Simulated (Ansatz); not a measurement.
# WC: molecular dynamics

Aim: heat the crystal hard, then run on and watch the hot state. Runs: 140 steps of 1.5 fs under a Langevin thermostat at 2000 K; 160 steps of 1.5 fs under a Langevin thermostat and barostat at 1400 K and 10 GPa. The start is the crystal (P-6m2), its volume scaled by 1.05.

Program: Ansatz 0.2.0. Level of theory: DFT PBE, plane waves, PAW, scalar-relativistic, no spin polarisation. These are calculated values, not measurements.

### 1 Starting point

The cell holds 16 atoms (C8W8): a = 5.901 Å, b = 5.111 Å, c = 5.756 Å, α = 90.00°, β = 90.00°, γ = 90.00°.

Structure file:

```xyz
16
Lattice="-2.9506 -5.1106 0.0000 4.4259 -2.5553 0.0000 0.0000 0.0000 5.7559" Properties=species:S:1:pos:R:3 pbc="T T T"
W     0.0000   -5.1106    0.0000
C     1.4753   -4.2588    1.4390
W     0.0000   -5.1106    2.8779
C     1.4753   -4.2588    4.3169
W    -1.4753   -2.5553    0.0000
C     0.0000   -1.7035    1.4390
W    -1.4753   -2.5553    2.8779
C     0.0000   -1.7035    4.3169
W     1.4753   -2.5553    0.0000
C     2.9506   -1.7035    1.4390
W     1.4753   -2.5553    2.8779
C     2.9506   -1.7035    4.3169
W     0.0000    0.0000    0.0000
C    -1.4753   -4.2588    1.4390
W     0.0000    0.0000    2.8779
C    -1.4753   -4.2588    4.3169
```

### 2 Run 1

140 steps of 1.5 fs under a Langevin thermostat at 2000 K.

Contents of input.yaml:

```yaml
accuracy: low
crystal:
  lattice:
    - [-2.950599, -5.110587, 0.0]
    - [4.425898, -2.555293, 0.0]
    - [0.0, 0.0, 5.755853]
  atoms:
    - { symbol: W, position: [0.75, 0.5, 0.0] }
    - { symbol: C, position: [0.5, 0.6666667, 0.25] }
    - { symbol: W, position: [0.75, 0.5, 0.5] }
    - { symbol: C, position: [0.5, 0.6666667, 0.75] }
    - { symbol: W, position: [0.5, 0.0, 0.0] }
    - { symbol: C, position: [0.25, 0.1666667, 0.25] }
    - { symbol: W, position: [0.5, 0.0, 0.5] }
    - { symbol: C, position: [0.25, 0.1666667, 0.75] }
    - { symbol: W, position: [0.25, 0.5, 0.0] }
    - { symbol: C, position: [0.0, 0.6666667, 0.25] }
    - { symbol: W, position: [0.25, 0.5, 0.5] }
    - { symbol: C, position: [0.0, 0.6666667, 0.75] }
    - { symbol: W, position: [0.0, 0.0, 0.0] }
    - { symbol: C, position: [0.75, 0.1666667, 0.25] }
    - { symbol: W, position: [0.0, 0.0, 0.5] }
    - { symbol: C, position: [0.75, 0.1666667, 0.75] }
basis:
  ecutwfc: 420.0
kpoints:
  mp_grid: { grid: [3, 3, 3] }
hamiltonian:
  xc: pbe
  pseudopotentials: { kind: paw, azcp: { folder: soft_1 } }
scf:
  occupations: { method: fermi_dirac, width: 0.17 }
  lower_state_search: "off"
md:
  timestep: 1.5
  n_steps: 140
  ensemble: nvt_langevin
  temperature: 2000.0
  initial_velocities: maxwell_boltzmann
  seed: 660708
  friction: 0.02
```

On the command line:

```console
> ansatz run input.yaml --threads 2 --pin off --max-ram 5120MiB --backend cpu --events-out ev --progress --plain --runs-dir out
```

The program printed, cut to the lines that bear on the results:

```text
Warning: md: disabling space-group detection — thermal motion breaks the input geometry's symmetry, so no spatial operation reduces the k-mesh or symmetrises the density; time reversal is kept, so that k and −k are solved as one point where they differ and the mesh holds both, and exact [...]
Warning: RAYON_NUM_THREADS=2 ignored (pool sized by the plan → 2); use --threads N
band count auto-derived: 91 (N_el = 144.0; filled up to band 72; 88 by the electrons, moments and atoms)
[...]
Pseudopotentials: kind: paw
Pseudopotential: W, paw, valence charge 14, recommended cutoff 420 eV (normal), <dir>
Pseudopotential: C, paw, valence charge 4, recommended cutoff 420 eV (normal), <dir>
Functional definition: PBE
[...]
Crystal: 16 atoms, lattice volume = 173.588 Å³
Basis set: ecut = 420 eV, 3385 PW (Γ), exchange–correlation on 80×72×80 points (8 copies of the dense FFT grid, shifted against one another)
Bands: 91, of which v1, the nominal top of the filled ones, is band 72 counted from 1 (71 counted from 0)
Symmetry: 1 space group operations
k-points: 14 of 27 (time reversal used)
[...]
SCF iter   1: F=—  HF=-85107.570890 eV  |F-HF|=—  |Δ(HF+E_count)|=         —  Δρ=1.32e-1  dr2=4.28e1  ethr=3.10e-3  ⟨swp⟩=4.9  Hψ=4799  notcnv=0
[...]
md step     0: t =     0.00 fs  T =  1875.0 K  F+E_penalty+E_count = -85097.16888723 eV  E_kin = 3.877800 eV  (9 SCF iters)
[...]
md step     8: t =    12.00 fs  T =   935.8 K  F+E_penalty+E_count = -85094.81524153 eV  E_kin = 1.935436 eV  (6 SCF iters)
[...]
md step    16: t =    24.00 fs  T =  1562.3 K  F+E_penalty+E_count = -85095.30117186 eV  E_kin = 3.231124 eV  (6 SCF iters)
[...]
md step    24: t =    36.00 fs  T =  1407.2 K  F+E_penalty+E_count = -85093.33035784 eV  E_kin = 2.910357 eV  (6 SCF iters)
[...]
md step    32: t =    48.00 fs  T =  1866.4 K  F+E_penalty+E_count = -85093.32311394 eV  E_kin = 3.860031 eV  (6 SCF iters)
md step    33: t =    49.50 fs  T =  1764.9 K  F+E_penalty+E_count = -85093.33510971 eV  E_kin = 3.650122 eV  (6 SCF iters)
md step    34: t =    51.00 fs  T =  1962.8 K  F+E_penalty+E_count = -85093.36199648 eV  E_kin = 4.059380 eV  (6 SCF iters)
```

### 3 More of the same log: dynamics from the start

The log, continued, cut to the lines that bear on the results:

```text
md step    35: t =    52.50 fs  T =  2078.1 K  F+E_penalty+E_count = -85093.33785792 eV  E_kin = 4.297939 eV  (6 SCF iters)
[...]
md step    58: t =    87.00 fs  T =  1659.0 K  F+E_penalty+E_count = -85094.38686885 eV  E_kin = 3.431061 eV  (6 SCF iters)
[...]
md step    81: t =   121.50 fs  T =  2129.1 K  F+E_penalty+E_count = -85092.86512939 eV  E_kin = 4.403357 eV  (6 SCF iters)
[...]
md step   104: t =   156.00 fs  T =  2222.6 K  F+E_penalty+E_count = -85093.77436848 eV  E_kin = 4.596716 eV  (6 SCF iters)
[...]
md step   127: t =   190.50 fs  T =  1764.4 K  F+E_penal
md step   139: t =   208.50 fs  T =  1798.6 K  F+E_penalty+E_count = -85094.06638928 eV  E_kin = 3.719836 eV  (6 SCF iters)
[...]
md step   140: t =   210.00 fs  T =  1836.2 K  F+E_penalty+E_count = -85094.02446420 eV  E_kin = 3.797581 eV  (7 SCF iters)
SCF converged after 7 iterations
Free energy (F): -85094.024464 eV
[...]
E sigma→0 (E₀):  -85093.874486 eV
Entropy (-TS):   -0.299957 eV (-18.747 meV/atom)
Fermi energy:    19.642447 eV
[...]
--- Forces (eV/Å), atoms counted from 1 ---
  atom   1  W     -1.84867055     1.16597736     1.56068504
  atom   2  C     -1.55209555    -0.39487133    -0.35332149
  atom   3  W      0.54196101    -0.31903292     2.05694582
  atom   4  C      0.23363901    -1.85586360    -0.85763692
  atom   5  W      2.95941342    -0.81543633    -4.40947819
  atom   6  C     -1.52007668     1.21213396    -0.67719643
  atom   7  W     -1.41952653     1.08009712     3.06657501
  atom   8  C     -1.12825367     0.44809048     0.05339242
[...]
--- MD trajectory: 140 steps, t = 0.0 → 210.0 fs ---
  final state: T = 1836.2 K   F+E_penalty+E_count = -85094.02446420 eV   E_kin = 3.797581 eV
```

It took 19 min on 2 threads of Intel Xeon Platinum 8259CL at 2.50GHz (Skylake/Cascade Lake), shared host; peak memory 0.73 GiB.

### 4 What the atoms did

One step in 11; energies are changes from step 0; msd is the mean square displacement from the start, the centre of mass held:

```
time (fs)  T (K)  potential energy change (meV/atom)  msd C (Å²)  msd W (Å²)
      0.0   1875                                 0.0       0.000       0.000
     16.5   1028                               157.7       0.028       0.005
     33.0   1343                               214.5       0.033       0.014
     49.5   1765                               239.6       0.037       0.018
     66.0   1693                               256.6       0.046       0.015
     82.5   2070                               183.5       0.034       0.013
     99.0   1849                               215.2       0.034       0.015
    115.5   2412                               245.3       0.037       0.015
    132.0   2325                               262.4       0.048       0.016
    148.5   1778                               290.0       0.057       0.015
    165.0   2364                               218.4       0.024       0.019
    181.5   2306                               267.8       0.047       0.022
    198.0   1624                               247.4       0.039       0.020
    210.0   1836                               196.5       0.020       0.021
```

time (fs), T (K) and a bar:
```
      0.0       1875 ###################
      9.0       1427 ########
     18.0       1060 
     27.0       1612 #############
     36.0       1407 ########
     45.0       1550 ###########
     55.5       1979 #####################
     64.5       1793 #################
     73.5       1656 ##############
     82.5       2070 #######################
     91.5       1627 #############
    100.5       1811 #################
    109.5       2140 #########################
    118.5       2230 ###########################
    127.5       1926 ####################
    136.5       2232 ###########################
    145.5       1592 ############
    154.5       2174 ##########################
    165.0       2364 ##############################
    174.0       1695 ###############
    183.0       2359 ##############################
    192.0       1650 ##############
    201.0       1934 ####################
    210.0       1836 ##################
```

### 5 Frames from the trajectory

Extended XYZ, with forces in eV/Å:

```xyz
16
Lattice="-2.951 -5.111 0.000 4.426 -2.555 0.000 0.000 0.000 5.756" Properties=species:S:1:pos:R:3:forces:R:3 pbc="T T T" time_fs=34.5 T=1288 dE=3.6749
W    -0.040   -5.158   -0.083    0.056    0.056    3.308
C     1.273   -4.375    1.445    2.660    2.273   -0.646
W     0.002   -5.020    2.972   -0.013   -2.705   -2.522
C     1.550   -4.269    4.253   -1.090    0.089    1.282
W    -1.566   -2.473    0.086    2.360   -1.518   -1.874
C     0.085   -1.616    1.590   -1.957   -0.227   -2.919
W    -1.476   -2.507    2.836    0.098   -0.457    1.871
C    -0.059   -1.662    4.165    0.822   -0.620    2.866
W     1.425   -2.681    0.021    0.150    3.236   -0.438
C     2.776   -1.494    1.538    1.707   -2.654   -1.567
W     1.418   -2.525    2.855    1.387   -1.153    1.418
C     2.913   -1.857    4.211    0.794    1.669    2.056
W    -0.020    0.056    0.182    0.074   -0.734   -3.453
C    -1.390   -4.183    1.497   -1.331   -0.341   -1.042
W     0.127    0.027    2.912   -2.978    1.053    0.964
C    -1.367   -4.341    4.334   -2.739    2.032    0.695
16
Lattice="-2.951 -5.111 0.000 4.426 -2.555 0.000 0.000 0.000 5.756" Properties=species:S:1:pos:R:3:forces:R:3 pbc="T T T" time_fs=70.5 T=1616 dE=4.2675
W    -0.079   -5.115    0.080   -1.304    1.290    1.161
C     1.446   -4.142    1.689   -1.707   -2.089   -3.503
W    -0.053   -4.994    3.035   -1.927   -2.060   -2.894
C     1.169   -4.261    4.403    3.758    2.212    1.026
W    -1.493   -2.462    0.050   -1.820   -0.649   -0.794
C    -0.062   -1.733    1.550    0.673    0.553   -0.736
W    -1.552   -2.489    2.776    0.316   -1.168    5.261
C     0.071   -1.497    4.528   -1.434   -1.612   -1.280
W     1.348   -2.608    0.095    1.088    1.569   -0.858
C     2.895   -2.051    1.630   -0.076    3.842   -1.196
W     1.423   -2.522    2.901   -0.819    0.976    4.112
C     2.888   -1.536    4.399   -0.423   -1.962    0.157
W    -0.196    0.104    0.141    2.996   -0.922   -2.204
C    -1.641   -4.256    1.405    1.774    0.552    1.338
W     0.071    0.023    2.979   -2.822    0.490    0.354
C    -1.682   -4.038    4.377    1.726   -1.022    0.057
16
Lattice="-2.951 -5.111 0.000 4.426 -2.555 0.000 0.000 0.000 5.756" Properties=species:S:1:pos:R:3:forces:R:3 pbc="T T T" time_fs=105.0 T=1708 dE=4.0859
W    -0.117   -5.092    0.207    2.383    0.179   -3.289
C     1.484   -4.332    1.541   -1.563    1.849   -1.277
W    -0.073   -5.091    2.981    1.436   -0.431    0.983
C     1.509   -4.112    4.284   -0.878   -1.356    1.365
W    -1.430   -2.571   -0.084   -3.100    0.193    2.351
C    -0.230   -1.621    1.304    1.732   -1.460    3.503
W    -1.602   -2.484    2.901    2.186   -1.802   -0.289
C    -0.012   -1.823    4.130   -2.203    2.700    3.643
W     1.427   -2.507    0.171   -1.562   -1.453   -3.168
C     2.895   -1.665    1.395   -0.713    0.016    3.445
W     1.386   -2.461    2.963    2.341   -1.887   -1.841
C     2.828   -1.713    4.460    0.559    0.567   -0.985
W    -0.242   -0.033    0.124    4.966    2.153   -3.484
C    -1.459   -4.283    1.596   -1.530    0.887   -1.045
W    -0.018    0.087    2.916   -1.294   -1.385    1.520
C    -1.373   -4.348    4.476   -2.760    1.230   -1.433
16
Lattice="-2.951 -5.111 0.000 4.426 -2.555 0.000 0.000 0.000 5.756" Properties=species:S:1:pos:R:3:forces:R:3 pbc="T T T" time_fs=139.5 T=1911 dE=4.6398
W    -0.092   -5.108    0.176   -0.731    1.562   -2.042
C     1.174   -4.150    1.463    2.898    0.044    2.057
W    -0.018   -5.144    3.006   -1.165    4.284    1.692
C     1.316   -4.320    4.512    1.584    0.956   -0.948
W    -1.524   -2.510    0.015   -2.193   -0.004    1.289
C     0.137   -1.600    1.717   -3.052   -0.122   -1.580
W    -1.577   -2.567    2.942    0.389    2.869   -0.983
C    -0.031   -1.852    4.467   -0.007    1.720   -0.889
W     1.371   -2.383    0.235    2.414   -4.175   -2.309
C     2.891   -1.499    1.714   -1.045   -3.232   -2.756
W     1.433   -2.493    3.071    0.275   -1.522   -0.038
C     3.047   -1.681    4.549   -2.139   -0.052   -1.394
W    -0.037   -0.147    0.013   -0.082    4.309    1.888
C    -1.742   -4.054    1.379    1.426   -1.980    0.943
W    -0.102    0.107    2.893    1.490   -1.254    2.122
C    -1.533   -4.082    4.202   -0.060   -3.402    2.950
16
Lattice="-2.951 -5.111 0.000 4.426 -2.555 0.000 0.000 0.000 5.756" Properties=species:S:1:pos:R:3:forces:R:3 pbc="T T T" time_fs=175.5 T=1608 dE=5.2370
W     0.031   -5.060    0.035   -0.182   -0.308    2.761
C     1.369   -4.000    1.759    0.827   -3.913   -3.994
W    -0.031   -5.023    3.038    0.049   -2.567   -0.929
C     1.522   -4.229    4.274   -1.026   -0.009    3.649
W    -1.564   -2.447    0.195    0.018   -0.891   -2.523
C    -0.240   -1.855    1.662    3.679    2.938   -1.486
W    -1.509   -2.596    2.939   -2.544    0.019    3.367
C    -0.188   -1.524    4.448    1.018   -2.556   -0.108
W     1.411   -2.338    0.219    0.579   -3.655   -1.501
C     2.876   -1.759    1.650    0.456    1.238   -0.970
W     1.360   -2.545    3.094    0.493    3.026   -0.815
C     2.809   -1.659    4.331    1.454    0.431    1.935
W     0.177    0.011    0.004   -6.059    0.744    4.561
C    -1.433   -4.530    1.639   -1.357    2.880   -1.505
W    -0.110   -0.008    2.952    0.627    0.347    0.384
C    -1.530   -4.286    4.540    1.968    2.278   -2.825
16
Lattice="-2.951 -5.111 0.000 4.426 -2.555 0.000 0.000 0.000 5.756" Properties=species:S:1:pos:R:3:forces:R:3 pbc="T T T" time_fs=210.0 T=1836 dE=3.1444
W     0.078   -5.084    0.030   -1.849    1.166    1.561
C     1.480   -4.112    1.609   -1.552   -0.395   -0.353
W    -0.056   -5.001    2.913    0.542   -0.319    2.057
C     1.435   -4.056    4.460    0.234   -1.856   -0.858
W    -1.575   -2.386    0.266    2.959   -0.815   -4.410
C     0.031   -1.664    1.575   -1.520    1.212   -0.677
W    -1.477   -2.441    2.962   -1.419    1.080    3.067
C     0.028   -1.591    4.518   -1.128    0.448    0.053
W     1.457   -2.510    0.091    0.124    1.881    1.479
C     2.796   -1.676    1.554    1.884    0.924    0.377
W     1.275   -2.396    3.039    5.118   -2.015   -0.665
C     3.115   -1.705    4.479   -2.364    1.550   -0.083
W     0.170    0.180    0.150   -2.961   -1.639   -0.304
C    -1.529   -4.054    1.688   -0.073   -1.792   -1.508
W    -0.104    0.018    3.016    1.932    2.631   -0.633
C    -1.468   -4.003    4.391    0.073   -2.061    0.896
```

On run 1: Against a set 2000 K the second half averages 2019 K with a spread of 273 K (in equilibrium 16 atoms would scatter by about 408 K, over a far longer run). Counted from the crystal's sites, with the common drift removed, the atoms stand 0.16 Å away over the last tenth of the run (root mean square), 7 % of the neighbour distance: under the 10 to 20 % at which crystals usually melt.

### 6 Run 2

160 steps of 1.5 fs under a Langevin thermostat and barostat at 1400 K and 10 GPa, starting from the last frame of an earlier run, with new velocities.

Contents of input.yaml:

```yaml
accuracy: low
crystal:
  lattice:
    - [-2.950599, -5.110587, 0.0]
    - [4.425898, -2.555293, 0.0]
    - [0.0, 0.0, 5.755853]
  atoms:
    - { symbol: W, position: [0.73957294, 0.51058308, 0.00517553] }
    - { symbol: C, position: [0.478066, 0.65306179, 0.27945298] }
    - { symbol: W, position: [0.7386718, 0.47978449, 0.50602568] }
    - { symbol: C, position: [0.47368088, 0.63999678, 0.77494663] }
    - { symbol: W, position: [0.48364394, -0.03353971, 0.04628068] }
    - { symbol: C, position: [0.24155444, 0.16812966, 0.2736945] }
    - { symbol: W, position: [0.48343106, -0.01145634, 0.51469962] }
    - { symbol: C, position: [0.2311057, 0.16044635, 0.78501077] }
    - { symbol: W, position: [0.24485635, 0.49245789, 0.01584373] }
    - { symbol: C, position: [0.00902945, 0.6376392, 0.26995555] }
    - { symbol: W, position: [0.24365041, 0.45042484, 0.5279608] }
    - { symbol: C, position: [-0.01374411, 0.69468274, 0.77815597] }
    - { symbol: W, position: [-0.04076176, 0.01122944, 0.02600925] }
    - { symbol: C, position: [0.72446487, 0.13755076, 0.29324329] }
    - { symbol: W, position: [0.00612928, -0.0193647, 0.5239758] }
    - { symbol: C, position: [0.71173572, 0.14287242, 0.76291333] }
basis:
  ecutwfc: 420.0
kpoints:
  mp_grid: { grid: [3, 3, 3] }
hamiltonian:
  xc: pbe
  pseudopotentials: { kind: paw, azcp: { folder: soft_1 } }
scf:
  occupations: { method: fermi_dirac, width: 0.17 }
  lower_state_search: "off"
md:
  timestep: 1.5
  n_steps: 160
  ensemble: npt_langevin
  temperature: 1400.0
  initial_velocities: maxwell_boltzmann
  seed: 194990
  friction: 0.01
  pressure: 10.0
  fix_cell: [angles]
```

On the command line:

```console
> ansatz run input.yaml --threads 2 --pin off --max-ram 5120MiB --backend cpu --events-out ev --progress --plain --runs-dir out
```

The program printed, cut to the lines that bear on the results:

```text
Warning: md: disabling space-group detection — thermal motion breaks the input geometry's symmetry, so no spatial operation reduces the k-mesh or symmetrises the density; time reversal is kept, so that k and −k are solved as one point where they differ and the mesh holds both, and exact [...]
Warning: RAYON_NUM_THREADS=2 ignored (pool sized by the plan → 2); use --threads N
band count auto-derived: 90 (N_el = 144.0; filled up to band 72; 88 by the electrons, moments and atoms)
[...]
[... 4 set-up lines as earlier in the session ...]
[...]
Crystal: 16 atoms, lattice volume = 173.588 Å³
Basis set: ecut = 420 eV (smoothed over ±3.0 %; plane waves to 437.0 eV, density to 1747.9 eV), 3583 PW (Γ), exchange–correlation on 90×72×80 points (8 copies of the dense FFT grid, shifted against one another)
[...]
md step     5: t =     7.50 fs  T =  1216.5 K  F+E_penalty+E_count = -85093.75384013 eV  E_kin = 2.515832 eV  conserved = -85081.09414676 eV  P_inst = -0.5829 GPa  V = 172.9704 Å³  selection 1  (5 SCF iters)
[...]
md step    10: t =    15.00 fs  T =  1081.3 K  F+E_penalty+E_count = -85093.65366905 eV  E_kin = 2.236242 eV  conserved = -85081.09134328 eV  P_inst = 2.5797 GPa  V = 171.5479 Å³  selection 1  (8 SCF iters)
[...]
md step    15: t =    22.50 fs  T =  1199.0 K  F+E_penalty+E_count = -85094.19162675 eV  E_kin = 2.479749 eV  conserved = -85081.09577725 eV  P_inst = 6.3777 GPa  V = 169.4072 Å³  selection 1  (6 SCF iters)
[...]
md step    20: t =    30.00 fs  T =  1421.0 K  F+E_penalty+E_count = -85094.42558455 eV  E_kin = 2.938916 eV  conserved = -85081.09627645 eV  P_inst = 11.9473 GPa  V = 166.9687 Å³  selection 1  (7 SCF iters)
md step    21: t =    31.50 fs  T =  1479.8 K  F+E_penalty+E_count = -85094.35011550 eV  E_kin = 3.060368 eV  conserved = -85081.09721578 eV  P_inst = 13.6191 GPa  V = 166.3973 Å³  selection 1  (5 SCF iters)
md step    22: t =    33.00 fs  T =  1305.3 K  F+E_penalty+E_count = -85094.23495440 eV  E_kin = 2.699602 eV  conserved = -85081.09344450 eV  P_inst = 15.0559 GPa  V = 165.8409 Å³  selection 1  (6 SCF iters)
```

### 7 More of the same log: dynamics from the last frame of the run before

The log, continued, cut to the lines that bear on the results:

```text
md step    23: t =    34.50 fs  T =  1282.5 K  F+E_penalty+E_count = -85094.14716390 eV  E_kin = 2.652389 eV  conserved = -85081.09168296 eV  P_inst = 16.5787 GPa  V = 165.2994 Å³  selection 1  (6 SCF iters)
[...]
md step    35: t =    52.50 fs  T =  1505.9 K  F+E_penalty+E_count = -85094.74898246 eV  E_kin = 3.114358 eV  conserved = -85081.09086389 eV  P_inst = 24.8780 GPa  V = 161.3941 Å³  selection 1  (5 SCF iters)
[...]
md step    47: t =    70.50 fs  T =  1558.7 K  F+E_penalty+E_count = -85093.76941220 eV  E_kin = 3.223743 eV  conserved = -85081.09286522 eV  P_inst = 21.0313 GPa  V = 163.7281 Å³  selection 1  (6 SCF iters)
[...]
md step    59: t =    88.50 fs  T =  1795.8 K  F+E_penalty+E_count = -85094.32871971 eV  E_kin = 3.713922 eV  conserved = -85081.10343223 eV  P_inst = 7.4264 GPa  V = 168.5586 Å³  selection 1  (5 SCF iters)
[...]
  atom   6  C      1.55587444    -2.58364258    -1.26069073
  atom   7  W     -0.27521658     1.13146579     0.16417749
  atom   8  C     -0.69286074     2.24547970     2.51725628
[...]
--- Stress (GPa, compression-positive) ---
       13.518783      -1.078421      -2.243327
       -1.078421       8.927473       0.373395
       -2.243327       0.373395      14.320650
  P = ⅓ Tr σ = 12.2556 GPa (122.556 kbar)
--- MD trajectory: 160 steps, t = 0.0 → 240.0 fs ---
  final state: T = 1473.1 K   F+E_penalty+E_count = -85094.17333898 eV   E_kin = 3.046609 eV
  conserved energy: peak-to-peak 1.499e-2 eV (9.369e-4 eV/atom) over 240.0 fs
  cell: V = 166.1289 Å³ at the end; means of 161 rows, the approach among them: V = 167.7415 Å³, P_inst = 10.9145 GPa
  mean static stress (GPa): xx 10.9140  yy 9.8991  zz 5.9610  yz -0.1243  xz -0.6525  xy -0.7905
  cell of the mean metric: 5.8274  5.0304  5.7223 Å, 90.000  90.000  90.000°
  the result is of one more SCF, on plane waves selected at the last cell: its energy does not rank with the rows'
```

Wall time 23 min (2 threads of Intel Xeon Platinum 8259CL at 2.50GHz (Skylake/Cascade Lake), shared host); peak memory 0.85 GiB.

[end of part 1 of 2]
